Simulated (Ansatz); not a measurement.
**Sn: 30 steps of 1.5 fs from 500 K**

Method: Ansatz 0.2.0, DFT, PBE, all-electron LAPW, scalar-relativistic.

Command: `ansatz run input.yaml --threads 2 --pin off --max-ram 4096MiB --backend cpu --events-out ev --progress --plain --runs-dir out` The run took 26 min on 2 threads of Arm Neoverse V1 (shared host), peak memory 0.74 GiB.

```yaml
crystal:
  lattice:
    - [-3.1815, 3.1815, 5.8313]
    - [3.1815, -3.1815, 5.8313]
    - [1.59075, 1.59075, -2.91565]
  atoms:
    - { symbol: Sn, position: [0.0, 0.0, 0.0] }
    - { symbol: Sn, position: [0.0, 0.5, 0.0] }
    - { symbol: Sn, position: [0.5, 0.0, 0.0] }
    - { symbol: Sn, position: [0.5, 0.5, 0.0] }
kpoints:
  mp_grid: { grid: [4, 4, 8] }
scf:
  occupations: { method: fermi_dirac, width: 0.08 }
hamiltonian:
  xc: pbe
  pseudopotentials: { kind: all_electron, lapw: { basis_error: 0.001 } }
output:
  forces: true
  stress: true
md:
  timestep: 1.5
  n_steps: 30
  ensemble: nve
  temperature: 500
  initial_velocities: maxwell_boltzmann
  seed: 214654
```

No spin–orbit coupling, which matters for the heavy atoms here.

The cell comes from COD entry 1540069, which wasn't checked; take it as a given geometry.

Each frame lists Cartesian positions (Å) and forces (eV/Å). Free energies count from the first step, -672357.2567 eV.

Step 0 (t = 0.0 fs): E = 0.0 meV, T = 500 K, conserved energy 0.0 meV

```
Sn    0.0000    0.0000    0.0000     0.000   0.000   0.000
Sn    1.5908   -1.5908    2.9156     0.000   0.000   0.000
Sn   -1.5908    1.5908    2.9156     0.000   0.000   0.000
Sn    0.0000    0.0000    5.8313     0.000   0.000   0.000
```

Step 1 (t = 1.5 fs): E = 0.0 meV, T = 500 K, conserved energy 0.0 meV

```
Sn   -0.0029   -0.0038    0.0007     0.006   0.006   0.001
Sn    1.5912   -1.5907    2.9190    -0.007   0.006   0.001
Sn   -1.5918    1.5911    2.9123     0.009  -0.007  -0.001
Sn    0.0035    0.0034    5.8307    -0.008  -0.005  -0.001
```

Step 2 (t = 3.0 fs): E = +0.2 meV, T = 500 K, conserved energy 0.0 meV

```
Sn   -0.0057   -0.0076    0.0013     0.011   0.013   0.002
Sn    1.5917   -1.5907    2.9223    -0.013   0.012   0.002
Sn   -1.5929    1.5914    2.9089     0.017  -0.015  -0.002
Sn    0.0069    0.0069    5.8301    -0.016  -0.010  -0.002
```

Step 3 (t = 4.5 fs): E = +0.4 meV, T = 499 K, conserved energy 0.0 meV

```
Sn   -0.0086   -0.0113    0.0020     0.017   0.019   0.003
Sn    1.5922   -1.5906    2.9256    -0.020   0.019   0.004
Sn   -1.5940    1.5917    2.9055     0.026  -0.023  -0.004
Sn    0.0103    0.0103    5.8295    -0.023  -0.015  -0.003
```

Step 4 (t = 6.0 fs): E = +0.7 meV, T = 498 K, conserved energy 0.0 meV

```
Sn   -0.0114   -0.0151    0.0026     0.023   0.025   0.003
Sn    1.5926   -1.5906    2.9290    -0.026   0.025   0.005
Sn   -1.5950    1.5920    2.9021     0.034  -0.030  -0.005
Sn    0.0138    0.0137    5.8289    -0.031  -0.020  -0.003
```

Step 5 (t = 7.5 fs): E = +1.1 meV, T = 497 K, conserved energy 0.0 meV

```
Sn   -0.0142   -0.0189    0.0033     0.029   0.032   0.004
Sn    1.5931   -1.5905    2.9323    -0.033   0.031   0.006
Sn   -1.5961    1.5923    2.8988     0.043  -0.038  -0.006
Sn    0.0172    0.0171    5.8282    -0.039  -0.025  -0.004
```

Step 6 (t = 9.0 fs): E = +1.6 meV, T = 496 K, conserved energy 0.0 meV

```
Sn   -0.0171   -0.0227    0.0040     0.035   0.038   0.005
Sn    1.5936   -1.5905    2.9356    -0.039   0.037   0.007
Sn   -1.5972    1.5926    2.8954     0.052  -0.045  -0.007
Sn    0.0207    0.0205    5.8276    -0.047  -0.031  -0.005
```

Step 7 (t = 10.5 fs): E = +2.2 meV, T = 494 K, conserved energy 0.0 meV

```
Sn   -0.0199   -0.0264    0.0046     0.041   0.045   0.006
Sn    1.5940   -1.5904    2.9390    -0.046   0.044   0.008
Sn   -1.5982    1.5928    2.8920     0.061  -0.053  -0.008
Sn    0.0241    0.0240    5.8270    -0.055  -0.036  -0.006
```

Step 8 (t = 12.0 fs): E = +2.9 meV, T = 493 K, conserved energy 0.0 meV

```
Sn   -0.0227   -0.0302    0.0053     0.047   0.051   0.007
Sn    1.5945   -1.5903    2.9423    -0.053   0.050   0.009
Sn   -1.5992    1.5931    2.8886     0.069  -0.060  -0.009
Sn    0.0275    0.0274    5.8264    -0.063  -0.041  -0.007
```

Step 9 (t = 13.5 fs): E = +3.6 meV, T = 491 K, conserved energy 0.0 meV

```
Sn   -0.0255   -0.0339    0.0059     0.053   0.058   0.008
Sn    1.5949   -1.5902    2.9457    -0.060   0.056   0.010
Sn   -1.6002    1.5934    2.8852     0.078  -0.068  -0.010
Sn    0.0309    0.0308    5.8258    -0.071  -0.046  -0.008
```

Step 10 (t = 15.0 fs): E = +4.5 meV, T = 488 K, conserved energy 0.0 meV

```
Sn   -0.0284   -0.0376    0.0066     0.059   0.065   0.009
Sn    1.5953   -1.5902    2.9490    -0.067   0.063   0.011
Sn   -1.6013    1.5936    2.8818     0.087  -0.076  -0.011
Sn    0.0343    0.0342    5.8252    -0.079  -0.051  -0.009
```

Step 11 (t = 16.5 fs): E = +5.4 meV, T = 486 K, conserved energy 0.0 meV

```
Sn   -0.0311   -0.0413    0.0073     0.065   0.071   0.010
Sn    1.5957   -1.5900    2.9523    -0.074   0.069   0.012
Sn   -1.6022    1.5939    2.8784     0.096  -0.084  -0.012
Sn    0.0377    0.0375    5.8245    -0.088  -0.057  -0.010
```

Step 12 (t = 18.0 fs): E = +6.4 meV, T = 483 K, conserved energy 0.0 meV

```
Sn   -0.0339   -0.0450    0.0079     0.071   0.078   0.011
Sn    1.5961   -1.5899    2.9557    -0.081   0.075   0.013
Sn   -1.6032    1.5941    2.8751     0.106  -0.091  -0.013
Sn    0.0410    0.0409    5.8239    -0.096  -0.062  -0.011
```

Step 13 (t = 19.5 fs): E = +7.5 meV, T = 481 K, conserved energy 0.0 meV

```
Sn   -0.0367   -0.0487    0.0086     0.077   0.085   0.012
Sn    1.5965   -1.5898    2.9590    -0.088   0.082   0.014
Sn   -1.6042    1.5943    2.8717     0.115  -0.099  -0.014
Sn    0.0443    0.0443    5.8233    -0.105  -0.067  -0.011
```

Step 14 (t = 21.0 fs): E = +8.7 meV, T = 478 K, conserved energy 0.0 meV

```
Sn   -0.0395   -0.0524    0.0093     0.084   0.092   0.013
Sn    1.5969   -1.5897    2.9624    -0.095   0.088   0.015
Sn   -1.6051    1.5945    2.8683     0.124  -0.107  -0.015
Sn    0.0477    0.0476    5.8227    -0.113  -0.073  -0.012
```

Step 15 (t = 22.5 fs): E = +9.9 meV, T = 474 K, conserved energy 0.0 meV

```
Sn   -0.0422   -0.0561    0.0100     0.090   0.099   0.014
Sn    1.5972   -1.5895    2.9657    -0.102   0.094   0.016
Sn   -1.6060    1.5946    2.8649     0.134  -0.115  -0.016
Sn    0.0510    0.0509    5.8221    -0.122  -0.078  -0.013
```

Step 16 (t = 24.0 fs): E = +11.3 meV, T = 471 K, conserved energy 0.0 meV

```
Sn   -0.0449   -0.0597    0.0106     0.097   0.106   0.015
Sn    1.5976   -1.5893    2.9691    -0.109   0.100   0.016
Sn   -1.6069    1.5948    2.8615     0.143  -0.123  -0.017
Sn    0.0542    0.0542    5.8214    -0.130  -0.084  -0.014
```

Step 17 (t = 25.5 fs): E = +12.7 meV, T = 467 K, conserved energy 0.0 meV

```
Sn   -0.0476   -0.0633    0.0113     0.103   0.113   0.016
Sn    1.5979   -1.5891    2.9724    -0.116   0.107   0.017
Sn   -1.6077    1.5949    2.8581     0.152  -0.130  -0.018
Sn    0.0575    0.0576    5.8208    -0.139  -0.089  -0.016
```

Step 18 (t = 27.0 fs): E = +14.2 meV, T = 463 K, conserved energy 0.0 meV

```
Sn   -0.0503   -0.0669    0.0120     0.110   0.120   0.018
Sn    1.5982   -1.5889    2.9758    -0.124   0.113   0.018
Sn   -1.6086    1.5950    2.8546     0.162  -0.138  -0.019
Sn    0.0607    0.0608    5.8202    -0.148  -0.094  -0.017
```

Step 19 (t = 28.5 fs): E = +15.7 meV, T = 459 K, conserved energy 0.0 meV

```
Sn   -0.0530   -0.0705    0.0127     0.116   0.126   0.019
Sn    1.5984   -1.5887    2.9792    -0.131   0.119   0.018
Sn   -1.6094    1.5951    2.8512     0.171  -0.146  -0.020
Sn    0.0639    0.0641    5.8195    -0.157  -0.099  -0.018
```

Step 20 (t = 30.0 fs): E = +17.3 meV, T = 455 K, conserved energy 0.0 meV

```
Sn   -0.0556   -0.0741    0.0134     0.122   0.133   0.020
Sn    1.5987   -1.5884    2.9825    -0.138   0.125   0.019
Sn   -1.6101    1.5951    2.8478     0.181  -0.153  -0.020
Sn    0.0671    0.0674    5.8189    -0.165  -0.105  -0.019
```

Step 21 (t = 31.5 fs): E = +19.0 meV, T = 451 K, conserved energy 0.0 meV

```
Sn   -0.0582   -0.0776    0.0141     0.129   0.140   0.021
Sn    1.5989   -1.5881    2.9859    -0.145   0.131   0.020
Sn   -1.6109    1.5951    2.8444     0.191  -0.161  -0.021
Sn    0.0702    0.0706    5.8182    -0.174  -0.110  -0.020
```

Step 22 (t = 33.0 fs): E = +20.7 meV, T = 447 K, conserved energy 0.0 meV

```
Sn   -0.0608   -0.0811    0.0148     0.135   0.147   0.023
Sn    1.5991   -1.5878    2.9893    -0.153   0.137   0.020
Sn   -1.6116    1.5951    2.8410     0.200  -0.168  -0.022
Sn    0.0733    0.0738    5.8176    -0.183  -0.115  -0.021
```

Step 23 (t = 34.5 fs): E = +22.6 meV, T = 442 K, conserved energy 0.0 meV

```
Sn   -0.0634   -0.0846    0.0155     0.142   0.153   0.024
Sn    1.5992   -1.5875    2.9927    -0.160   0.142   0.021
Sn   -1.6123    1.5951    2.8375     0.210  -0.176  -0.023
Sn    0.0764    0.0770    5.8169    -0.191  -0.120  -0.022
```

Step 24 (t = 36.0 fs): E = +24.4 meV, T = 437 K, conserved energy 0.0 meV

```
Sn   -0.0660   -0.0880    0.0162     0.148   0.160   0.025
Sn    1.5994   -1.5871    2.9960    -0.167   0.148   0.021
Sn   -1.6129    1.5950    2.8341     0.219  -0.183  -0.023
Sn    0.0795    0.0802    5.8163    -0.200  -0.125  -0.023
```

Step 25 (t = 37.5 fs): E = +26.2 meV, T = 433 K, conserved energy 0.0 meV

```
Sn   -0.0685   -0.0914    0.0169     0.154   0.166   0.027
Sn    1.5995   -1.5868    2.9994    -0.174   0.153   0.022
Sn   -1.6135    1.5949    2.8307     0.228  -0.190  -0.024
Sn    0.0825    0.0833    5.8156    -0.208  -0.130  -0.024
```

Step 26 (t = 39.0 fs): E = +28.1 meV, T = 428 K, conserved energy 0.0 meV

```
Sn   -0.0710   -0.0948    0.0176     0.160   0.173   0.028
Sn    1.5996   -1.5863    3.0028    -0.181   0.159   0.022
Sn   -1.6140    1.5948    2.8272     0.238  -0.197  -0.025
Sn    0.0854    0.0864    5.8149    -0.217  -0.135  -0.025
```

Step 27 (t = 40.5 fs): E = +30.0 meV, T = 423 K, conserved energy 0.0 meV

```
Sn   -0.0734   -0.0982    0.0183     0.166   0.179   0.029
Sn    1.5996   -1.5859    3.0062    -0.188   0.164   0.022
Sn   -1.6145    1.5946    2.8238     0.247  -0.204  -0.025
Sn    0.0884    0.0895    5.8143    -0.225  -0.139  -0.027
```

Step 28 (t = 42.0 fs): E = +31.9 meV, T = 418 K, conserved energy 0.0 meV

```
Sn   -0.0759   -0.1015    0.0191     0.172   0.185   0.031
Sn    1.5996   -1.5854    3.0096    -0.195   0.169   0.023
Sn   -1.6150    1.5944    2.8203     0.256  -0.210  -0.026
Sn    0.0913    0.0926    5.8136    -0.233  -0.144  -0.028
```

Step 29 (t = 43.5 fs): E = +33.8 meV, T = 413 K, conserved energy 0.0 meV

```
Sn   -0.0783   -0.1048    0.0198     0.178   0.191   0.032
Sn    1.5996   -1.5849    3.0130    -0.202   0.174   0.023
Sn   -1.6154    1.5941    2.8169     0.265  -0.217  -0.026
Sn    0.0941    0.0956    5.8129    -0.241  -0.148  -0.029
```

Step 30 (t = 45.0 fs): E = +35.7 meV, T = 408 K, conserved energy 0.0 meV

```
Sn   -0.0807   -0.1081    0.0205     0.184   0.197   0.033
Sn    1.5995   -1.5844    3.0164    -0.209   0.179   0.023
Sn   -1.6157    1.5938    2.8134     0.274  -0.223  -0.027
Sn    0.0969    0.0987    5.8122    -0.249  -0.152  -0.030
```

What is the mean temperature over the last 16 frames?

443 K; so short a run of so small a cell isn't equilibrated.
